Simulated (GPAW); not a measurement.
## BaO (Fm-3m): G0W0 on several meshes in GPAW

Aim: the GW shift of BaO (Fm-3m) against the k mesh.

Program: GPAW 26.7.0. Level of theory: PBE and many-body steps on it, plane waves. Results are calculated unless marked as measured.

Report form: the programs' logs are mostly left out.

The database entry behind the starting cell differs from later determinations by our own check (about 0.7 % short), so it need not match the best structure at ambient conditions.

## Step 1: Set-up

It takes space group Fm-3m (No. 225, cubic). The conventional cell has a = 5.500 Å, b = 5.500 Å, c = 5.500 Å, α = 90.00°, β = 90.00°, γ = 90.00°. Nearest to Ba lie 6 O at 2.75 Å. Nearest to O lie 6 Ba at 2.75 Å. Farther neighbours and most contacts between anions are not listed.

Coordinates:

```
Ba O
1.0
     0.00000    2.75000    2.75000
     2.75000    0.00000    2.75000
     2.75000    2.75000    0.00000
Ba O
1 1
Direct
  0.00000 0.00000 0.00000
  0.50000 0.50000 0.50000
```

The cell and positions come from the Crystallography Open Database and are kept as given unless a step says otherwise. Spin-orbit coupling is left out unless a step names it.

## Step 2: Empty states on the mesh, 4×4×4 mesh, 383 bands

This step: GPAW 26.7.0; DFT, PBE, plane waves, PAW.

The sums over transitions need many empty states on a uniform mesh; this step solves for them.

run.py reads:

```python
import json
import numpy as np
from gpaw.mpi import world
from gpaw import GPAW

calc = GPAW('gs.gpw').fixed_density(kpts={'size': (4, 4, 4), 'gamma': True},
    parallel={'domain': 1, 'band': 1},
    txt='nscf.txt')
calc.diagonalize_full_hamiltonian(nbands=383)
calc.write('full.gpw', mode='all')
res = {}
kpts = calc.get_ibz_k_points()
res['kpts'] = kpts
res['eigenvalues'] = [calc.get_eigenvalues(kpt=k) for k in range(len(kpts))]
res['n_electrons'] = calc.get_number_of_electrons()

if world.rank == 0:
    with open('result.json', 'w') as f:
        json.dump(res, f, default=lambda x: x.tolist())
```

Launch:

```console
$ mpirun -n 4 gpaw python run.py
```

The job ended after 8.8 s (4 MPI ranks of Arm Neoverse V2, shared host; peak memory 1.3 GiB; 35 s of CPU time).

Numbers from this step:

```yaml
gap: 1.921 eV
k_of_the_valence_top: 0.5, 0.5, 0
k_of_the_conduction_bottom: 0.5, 0.5, 0
least_direct_gap: 1.921 eV
k_points_computed: 8
lowest_point_of_the_top_converged_band_above_the_valence_top: 238.3470 eV
```

On this mesh the gap is 1.921 eV.

## Step 3: 4×4×4

Now the one-shot GW correction: screening in the RPA, then the self-energy of the levels asked for.

This step: G0W0 on PBE, plane waves, PAW.

run.py reads:

```python
import json
import numpy as np
from gpaw.mpi import world
from gpaw.response.g0w0 import G0W0

gw = G0W0('full.gpw',
    filename='gw',
    kpts=[0, 5],
    bands=(6, 10),
    ecut=75,
    nbands=61,
    integrate_gamma='WS',
    ppa=True)
gw.calculate()
res = {mode: {k: v for k, v in r.items() if k != 'sigma_eskwn'}
       for mode, r in gw.all_results.items()}

if world.rank == 0:
    with open('result.json', 'w') as f:
        json.dump(res, f, default=lambda x: x.tolist())
```

Launch:

```console
$ mpirun -n 4 gpaw python run.py
```

Run time: 12 s. Hardware: 4 MPI ranks; peak memory 1.1 GiB; 47 s of CPU time.

Numbers from this step:

- G0W0 gap on the points computed: 2.853 eV
- least direct G0W0 gap on the computed points: 2.853 eV
- Z at the valence top: 0.7771
- Z at the conduction bottom: 0.8513
- starting gap on the mesh: 1.921 eV
- k of the valence top: 0.5, 0.5, 0
- k of the conduction bottom: 0.5, 0.5, 0

The gap on the mesh goes from 1.92 eV to 2.85 eV, a correction of +0.93 eV.

## Step 4: Empty states on the mesh, 6×6×6 mesh, 71 bands

This step: DFT, PBE, plane waves, PAW.

run.py reads:

```python
import json
import numpy as np
from gpaw.mpi import world
from gpaw import GPAW

calc = GPAW('gs.gpw').fixed_density(kpts={'size': (6, 6, 6), 'gamma': True},
    nbands=82,
    convergence={'bands': 71},
    txt='nscf.txt')
calc.write('full.gpw', mode='all')
res = {}
kpts = calc.get_ibz_k_points()
res['kpts'] = kpts
res['eigenvalues'] = [calc.get_eigenvalues(kpt=k) for k in range(len(kpts))]
res['n_electrons'] = calc.get_number_of_electrons()

if world.rank == 0:
    with open('result.json', 'w') as f:
        json.dump(res, f, default=lambda x: x.tolist())
```

Launch:

```console
$ mpirun -n 4 gpaw python run.py
```

Elapsed: 14 s, on 4 MPI ranks; peak memory 0.71 GiB; 54 s of CPU time.

Numbers from this step:

| Item | Value |
| --- | --- |
| gap | 1.921 eV |
| k of the valence top | 0.5, 0.5, 0 |
| k of the conduction bottom | 0.5, 0.5, 0 |
| least direct gap | 1.921 eV |
| k points computed | 16 |
| lowest point of the top converged band, above the valence top | 67.7219 eV |

On this mesh the gap is 1.921 eV.

## Step 5: 6×6×6

This step: G0W0 on PBE, plane waves, PAW.

run.py reads:

```python
import json
import numpy as np
from gpaw.mpi import world
from gpaw.response.g0w0 import G0W0

gw = G0W0('full.gpw',
    filename='gw',
    kpts=[0, 12],
    bands=(6, 10),
    ecut=75,
    nbands=61,
    integrate_gamma='WS',
    ppa=True)
gw.calculate()
res = {mode: {k: v for k, v in r.items() if k != 'sigma_eskwn'}
       for mode, r in gw.all_results.items()}

if world.rank == 0:
    with open('result.json', 'w') as f:
        json.dump(res, f, default=lambda x: x.tolist())
```

Launch:

```console
$ mpirun -n 4 gpaw python run.py
```

Wall time 45 s (4 MPI ranks); peak memory 1.5 GiB.

This step gave:

```yaml
g0w0_gap_on_the_points_computed: 2.856 eV
least_direct_g0w0_gap_on_the_computed_points: 2.856 eV
z_at_the_valence_top: 0.7760
z_at_the_conduction_bottom: 0.8520
starting_gap_on_the_mesh: 1.921 eV
k_of_the_valence_top: 0.5, 0.5, 0
k_of_the_conduction_bottom: 0.5, 0.5, 0
```

Against G0W0 in GPAW (4×4×4 mesh, 61 bands, screening to 75 eV, Godby-Needs plasmon pole), the gap moves by +0.003 eV.

## Step 6: The runs together

Times are wall times on 4 MPI ranks of Arm Neoverse V2, shared host, good to a factor of about two.

| run | mesh | bands | screening cutoff (eV) | DFT gap (eV) | gap on the mesh (eV) | direct (eV) | time |
| --- | --- | --- | --- | --- | --- | --- | --- |
| 4×4×4 | 4×4×4 | 61 | 75 | 1.921 | 2.853 | 2.853 | 12 s |
| 6×6×6 | 6×6×6 | 61 | 75 | 1.921 | 2.856 | 2.856 | 45 s |

## Step 7: What came out

| Quantity | Value |
| --- | --- |
| 4×4×4 | 2.853 eV |
| 6×6×6 | 2.856 eV |
| known limits | not at the basis limit; no spin-orbit coupling; coarse k mesh |

In words: 6×6×6: +0.003 eV against 4×4×4. Bands and cutoff are finite, so the gap is not at the basis limit. The miss can reach some tenths of an eV and take either sign; the mesh is an error of its own. These stock PAW sets were not made for GW. In the G0W0 runs levels were corrected at 2 k points alone, so a gap called «on the mesh» is the least over those, and an edge elsewhere would be missed. The 4×4×4 mesh is coarse for this cell, which bears on the long-range parts of exchange and screening. The many-body steps are scalar-relativistic: spin-orbit coupling is not in them.

[Paths, hosts, dates, memory and timing lines, banners, echoed tables and standing remarks are left out of the program output.]

[Logs are printed without paths, hosts, clocks, repeated set-up lines and the standing remarks that a program may print on its own settings, such as how far it seeks lower states.]

[Runs of the session that timed out or met a known fault of the program may be left out.]

[Hosts, paths, dates, database ids (printed as entryN), source tags and the programs' standing remarks are cut or masked in the printed files.]
